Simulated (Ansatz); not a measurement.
# TePb: how the settings move a single-point run

Aim: see which settings change the result for TePb, by how much, and at what cost. The cell is built on a prototype (NiAs type) and needn't be the phase found in nature.

Program: Ansatz 0.2.0. Level of theory: reference: DFT, PBEsol, plane waves, PAW. These are calculated values, not measurements.

### 1 Starting point

The structure is hexagonal, space group P6_3/mmc (No. 194). The conventional cell has a = 4.544 Å, b = 4.544 Å, c = 7.926 Å, α = 90.00°, β = 90.00°, γ = 120.00°. Pb (site symmetry -3m) is surrounded by 6 Te at 3.29 Å. Te (site symmetry -6m2) has 6 Pb at 3.29 Å as nearest neighbours.

As a file:

```cif
data_structure
_symmetry_space_group_name_H-M 'P 1'
_symmetry_Int_Tables_number 1
_cell_length_a 4.5440
_cell_length_b 4.5440
_cell_length_c 7.9258
_cell_angle_alpha 90.000
_cell_angle_beta 90.000
_cell_angle_gamma 120.000
_cell_volume 141.72
loop_
_atom_site_label
_atom_site_type_symbol
_atom_site_fract_x
_atom_site_fract_y
_atom_site_fract_z
_atom_site_occupancy
Pb1 Pb 0.00000 0.00000 0.00000 1
Pb2 Pb 0.00000 0.00000 0.50000 1
Te1 Te 0.33333 0.66667 0.25000 1
Te2 Te 0.66667 0.33333 0.75000 1
```

### 2 Reference

File input.yaml:

```yaml
crystal:
  lattice:
    - [4.5439515437, 0.0, 0.0]
    - [-2.2719757718, 3.9351774704, 0.0]
    - [0.0, 0.0, 7.9257636037]
  atoms:
    - { symbol: Pb, position: [0.0, 0.0, 0.0] }
    - { symbol: Pb, position: [0.0, 0.0, 0.5] }
    - { symbol: Te, position: [0.3333333333, 0.6666666667, 0.25] }
    - { symbol: Te, position: [0.6666666667, 0.3333333333, 0.75] }
kpoints:
  mp_grid: { grid: [6, 6, 2] }
hamiltonian:
  xc: pbesol
scf:
  occupations: { method: fermi_dirac, width: 0.02 }
  n_extra_bands: 5
output:
  forces: true
  stress: true
  eigenvalues: true
```

On the command line:

```
ansatz run input.yaml --threads 4 --pin off --max-ram 3686MiB --backend cpu --events-out ev --progress --plain --runs-dir out
```

### 3 The same system, input altered

input.yaml: that of step 2 with these lines changed.

```diff
@@ -17,2 +17,3 @@
   n_extra_bands: 5
+  max_iter: 99
 output:
@@ -21 +22,4 @@
   eigenvalues: true
+magnetization:
+  spin_polarized: true
+  initial_magnetization: 0.5
```

### 5 Variant: ecutwfc 350

input.yaml: that of step 2 with these lines changed.

```diff
@@ -21 +21,3 @@
   eigenvalues: true
+basis:
+  ecutwfc: 350
```

### 6 Changed: ecutwfc 600

input.yaml: that of step 2 with these lines changed.

```diff
@@ -21 +21,3 @@
   eigenvalues: true
+basis:
+  ecutwfc: 600
```

### 7 Changing settings: dispersion d4

input.yaml: that of step 2 with these lines changed.

```diff
@@ -14,2 +14,3 @@
   xc: pbesol
+  dispersion: d4
 scf:
```

### 8 Changing settings: occupations.method methfessel_paxton, occupations.width 0.001

input.yaml: that of step 2 with these lines changed.

```diff
@@ -15,3 +15,3 @@
 scf:
-  occupations: { method: fermi_dirac, width: 0.02 }
+  occupations: { method: methfessel_paxton, width: 0.001 }
   n_extra_bands: 5
```

### 9 Changing settings: occupations.method cold, occupations.width 0.001

input.yaml: that of step 2 with these lines changed.

```diff
@@ -15,3 +15,3 @@
 scf:
-  occupations: { method: fermi_dirac, width: 0.02 }
+  occupations: { method: cold, width: 0.001 }
   n_extra_bands: 5
```

(Steps that only read results are left out.)

What does the calculation give? Wanted: for each run, ending; energy change; pressure; gap; force.

**Answer**, as computed:

```
                                                             run     ending                                     energy change  pressure (GPa)  gap (eV)  force (eV/Å)  cycles   time
                                                       reference  converged                                                 0            -1.6      0.00          0.00       6  2.5 s
               1: spin_polarized true, initial_magnetization 0.5  converged                                      0.0 meV/atom            -1.6      0.00          0.00      14  7.7 s
                                                  2: ecutwfc 350  converged                                     +1.7 meV/atom            -1.6      0.00          0.00       6  2.1 s
                                                  3: ecutwfc 600  converged                                     -0.8 meV/atom            -1.6      0.00          0.00       6  3.7 s
                                                4: dispersion d4  converged  -243.5 meV/atom (offset of the dispersion model)            -2.3      0.00          0.00       6  2.7 s
5: occupations.method methfessel_paxton, occupations.width 0.001  converged                               +0.1 meV/atom (σ→0)            -1.6      0.00          0.00       9  3.3 s
             6: occupations.method cold, occupations.width 0.001  converged                               +0.1 meV/atom (σ→0)            -1.6      0.00          0.00       9  3.3 s
```

Residual by cycle in the longest SCF loop of each run; runs are numbered as in the table. The quantity is the density residual dr2, in eV.

```
cycle  reference    run 1    run 2    run 3    run 4    run 5    run 6
    1    0.00962    0.818  0.00975  0.00975  0.00962  0.00954  0.00954
    2    0.00227     0.48  0.00236  0.00239  0.00227  0.00237  0.00233
    3     8.5e-5    0.199   8.3e-5   8.9e-5   8.5e-5  0.00159  0.00154
    5     4.9e-8  0.00131   4.8e-8   5.7e-8   4.9e-8   4.0e-4   3.6e-4
    6     5.1e-9   1.4e-4   4.5e-9   6.0e-9   5.1e-9   1.1e-4   9.2e-5
    7          -   1.4e-5        -        -        -   2.8e-6   2.3e-6
    8          -   6.6e-6        -        -        -   1.7e-7   1.4e-7
    9          -   4.2e-6        -        -        -   4.0e-9   3.5e-9
   10          -   2.7e-7        -        -        -        -        -
   12          -   5.0e-9        -        -        -        -        -
   13          -  6.0e-10        -        -        -        -        -
   14          -  2.2e-11        -        -        -        -        -
```

What this shows: Semilocal functionals close small gaps, so the missing gap need not be the real solid's. Run 2 ran under the cutoff that the potentials recommend, as the log warns, so basis error is mixed into its values. Of the variants the dearest is «spin_polarized true, initial_magnetization 0.5» (7.7 s), the cheapest «ecutwfc 350» (2.1 s), on a shared host.
